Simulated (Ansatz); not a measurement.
An O vacancy in rocksalt BaO, 63 atoms, charge 0

Level of theory: Ansatz, DFT, PBEsol, PAW, plane waves.

Command:

```sh
ansatz run in.yaml --threads 8 --pin off --max-ram 118750MiB --runs-dir r --events-out ev --progress --plain --backend cuda --devices 0, --max-vram 170GiB
```

The input less its lattice and atoms (starting moments on atoms near the defect: 2 μB in all):

```yaml
crystal:
  symmetry: { detect: false }
kpoints:
  mp_grid: { grid: [1, 1, 1], shift: [0.25, 0.25, 0.25] }
hamiltonian:
  xc: pbesol
magnetization:
  spin_polarized: true
scf:
  occupations: { method: fermi_dirac, width: 0.01 }
relax:
  f_tol: 0.03
  max_steps: 80
  escape_saddle: false
  adjacent_minimum: "off"
output:
  forces: true
  eigenvalues: true
  populations: true
```

Start:

```xyz
63
Lattice="10.9808 0.0000 0.0000 0.0000 10.9808 0.0000 0.0000 0.0000 10.9808" Properties=species:S:1:pos:R:3 pbc="T T T"
O     2.7632    0.0083    0.0286
O     2.7768    0.0247    5.5126
O     2.7646    5.5012    0.0142
O     8.2383   10.9786   10.9764
O     8.2066   10.9678    5.4684
O     8.2437    5.4971   10.9765
O     8.2410    5.4846    5.4509
O     0.0111    2.7556    0.0178
O    10.9745    2.7161    5.4844
O     0.0344    8.2511    0.0068
O    10.9767    8.2553    5.5020
O     5.5119    2.7599   10.9543
O     5.4928    2.7501    5.5208
O     5.4855    8.2338    0.0018
O     5.4849    8.2655    5.4816
O    10.9730   10.9729    2.7701
O     0.0010   10.9591    8.1908
O    10.9587    5.4867    2.7389
O    10.9799    5.5003    8.2191
O     5.5081   10.9737    2.7444
O     5.5139    0.0326    8.2479
O     5.4740    5.4836    2.7792
O     5.4861    5.4518    8.2505
O     2.7663    2.7452    2.7631
O     2.7544    2.7510    8.2434
O     2.7493    8.2198    2.7281
O     2.7220    8.2311    8.2385
O     8.2369    2.7474    2.7972
O     8.2255    2.7393    8.2586
O     8.2627    8.2457    2.7457
O     8.2575    8.2210    8.2317
Ba    0.0176   10.9399    0.0186
Ba    0.0153   10.9702    5.4949
Ba   10.9731    5.5130    0.0031
Ba    0.0017    5.4872    5.4795
Ba    5.4891   10.9751    0.0223
Ba    5.5052    0.0091    5.5234
Ba    5.5337    5.4744   10.9775
Ba    5.4861    5.4951    5.4999
Ba    2.7377    2.7372    0.0289
Ba    2.7646    2.7386    5.4832
Ba    2.7366    8.2425    0.0259
Ba    2.7231    8.2534    5.4700
Ba    8.2424    2.7305   10.9759
Ba    8.2346    2.7291    5.4775
Ba    8.2107    8.2337    0.0099
Ba    8.2192    8.2209    5.4794
Ba    2.7609    0.0417    2.7636
Ba    2.7511    0.0017    8.2095
Ba    2.7280    5.5117    2.7420
Ba    2.7320    5.4718    8.2165
Ba    8.2042    0.0079    2.7363
Ba    8.2529   10.9755    8.2691
Ba    8.2226    5.4962    2.7383
Ba    8.2285    5.4924    8.2470
Ba    0.0272    2.7622    2.7115
Ba   10.9645    2.7342    8.2643
Ba   10.9770    8.2405    2.7469
Ba    0.0093    8.2507    8.2323
Ba    5.5218    2.7655    2.7434
Ba    5.4694    2.7594    8.2015
Ba    5.5031    8.2476    2.7290
Ba    5.4719    8.2398    8.2991
```

Steps:

```tsv
step	energy less the first (eV)	largest force component (eV/Å)
start	0.000	0.986
1	-0.334	0.505
2	-0.515	0.053
3	-0.517	0.027
```

A structure on the way, about -0.33 eV from the start:

```
O Ba
1.0
    10.98076    0.00000    0.00000
     0.00000   10.98076    0.00000
     0.00000    0.00000   10.98076
O Ba
31 32
Cartesian
  2.7505 0.0109 0.0280
  2.7611 0.0168 5.5069
  2.7500 5.4948 0.0149
  8.2450 10.9743 10.9754
  8.2174 10.9717 5.4774
  8.2405 5.5000 10.9727
  8.2373 5.4915 5.4663
  0.0139 2.7555 0.0113
  0.0341 2.7693 5.5026
  0.0216 8.2456 0.0143
  0.0452 8.2014 5.4931
  5.5078 2.7643 0.0121
  5.4504 2.7952 5.4946
  5.5050 8.2356 10.9744
  5.4528 8.2170 5.4809
  0.0153 10.9758 2.7418
  0.0136 10.9757 8.2166
  0.0171 5.4957 2.7657
  0.0344 5.4826 8.1874
  5.4927 10.9777 2.7417
  5.4970 10.9723 8.2468
  5.4473 5.4837 2.8063
  5.4640 5.4812 8.2190
  2.7676 2.7661 2.7844
  2.7366 2.7822 8.2066
  2.7494 8.1920 2.7751
  2.7366 8.2101 8.2016
  8.2304 2.7563 2.7745
  8.2517 2.7499 8.2618
  8.2460 8.2293 2.7388
  8.2303 8.2153 8.2458
  0.0110 10.9565 0.0185
  10.9451 0.0093 5.4756
  10.9694 5.5068 10.9691
  10.8037 5.4693 5.4840
  5.4794 0.0299 10.9762
  5.5312 10.9710 5.5179
  5.4928 5.4646 10.9746
  5.6496 5.5114 5.4994
  2.7617 2.7382 10.9733
  2.7379 2.5883 5.4850
  2.7477 8.2431 0.0120
  2.7593 8.4081 5.4884
  8.2335 2.7261 10.9686
  8.2548 2.7139 5.4862
  8.2441 8.2432 0.0030
  8.2271 8.2617 5.5003
  2.7568 0.0143 2.7480
  2.7557 0.0101 8.2508
  2.7494 5.5003 2.5744
  2.7394 5.4886 8.4106
  8.2417 0.0064 2.7635
  8.2343 10.9786 8.2383
  8.2396 5.4833 2.7430
  8.2429 5.4897 8.2390
  10.9672 2.7358 2.7443
  10.9637 2.7254 8.2535
  10.9529 8.2724 2.7440
  10.9646 8.2490 8.2413
  5.5202 2.7483 2.7357
  5.5012 2.7225 8.2543
  5.4933 8.2556 2.7429
  5.4759 8.2480 8.2526
```

End:

```
O Ba
1.0
    10.98076    0.00000    0.00000
     0.00000   10.98076    0.00000
     0.00000    0.00000   10.98076
O Ba
31 32
Direct
  0.25039 0.00024 0.00006
  0.25056 0.00025 0.49994
  0.25015 0.50004 0.00023
  0.75044 0.00039 0.00036
  0.75038 0.00013 0.50037
  0.75021 0.50042 0.00046
  0.74998 0.50016 0.50053
  0.00083 0.25075 0.00150
  0.99933 0.25048 0.50177
  0.00074 0.74934 0.00010
  0.00262 0.74767 0.49990
  0.49952 0.25076 0.00034
  0.49649 0.25290 0.50037
  0.49943 0.74942 0.99952
  0.49970 0.74993 0.49912
  0.00086 0.00113 0.25092
  0.00101 0.99991 0.74959
  0.00087 0.50156 0.25128
  0.00265 0.49989 0.74830
  0.49956 0.99981 0.25091
  0.49966 0.99911 0.74965
  0.49793 0.49974 0.25215
  0.49975 0.49867 0.74923
  0.25221 0.25090 0.25120
  0.25038 0.25287 0.74822
  0.25000 0.74797 0.25324
  0.24893 0.75001 0.75037
  0.75162 0.25065 0.25056
  0.75022 0.25059 0.74929
  0.75011 0.74929 0.25111
  0.74940 0.74931 0.74977
  0.99894 0.00033 0.00032
  0.99714 0.00036 0.50020
  0.99707 0.50008 0.00045
  0.98760 0.50079 0.50060
  0.50169 0.99991 0.00018
  0.50353 0.99987 0.50028
  0.50353 0.50014 0.00002
  0.51238 0.49934 0.49989
  0.25026 0.24682 0.00040
  0.25130 0.23788 0.50091
  0.25030 0.75332 0.00024
  0.24961 0.76260 0.49954
  0.75056 0.24871 0.00051
  0.75014 0.24684 0.50034
  0.75018 0.75146 0.00016
  0.75016 0.75329 0.50039
  0.25025 0.00038 0.24709
  0.25028 0.00006 0.75347
  0.25069 0.50047 0.23783
  0.24974 0.49932 0.76270
  0.75030 0.00020 0.24895
  0.75019 0.99996 0.75163
  0.75013 0.50012 0.24707
  0.75016 0.50016 0.75349
  0.00077 0.25073 0.25112
  0.00012 0.25018 0.74994
  0.00013 0.75006 0.25018
  0.00057 0.75016 0.75038
  0.50004 0.25011 0.25008
  0.50041 0.25017 0.75058
  0.50022 0.75009 0.25053
  0.49947 0.74949 0.74957
```

The run converged.

Time: 5.4 s of wall time on one NVIDIA GB200 with 8 processor threads, on a host shared with other runs; peak host memory 2 GiB.

How much energy did the relaxation gain, and which atom moved most?

0.52 eV in 3 steps, from a start with small random displacements; atom 51 (Ba) moved 0.16 Å, the median atom 0.04 Å (drift of the whole cell removed).

The moment started at 2 μB and ended at 0.1 μB; no other spin state is shown. The program warned that the state may not be the lowest. The one k point has no symmetry partners, which can distort the end along one axis.
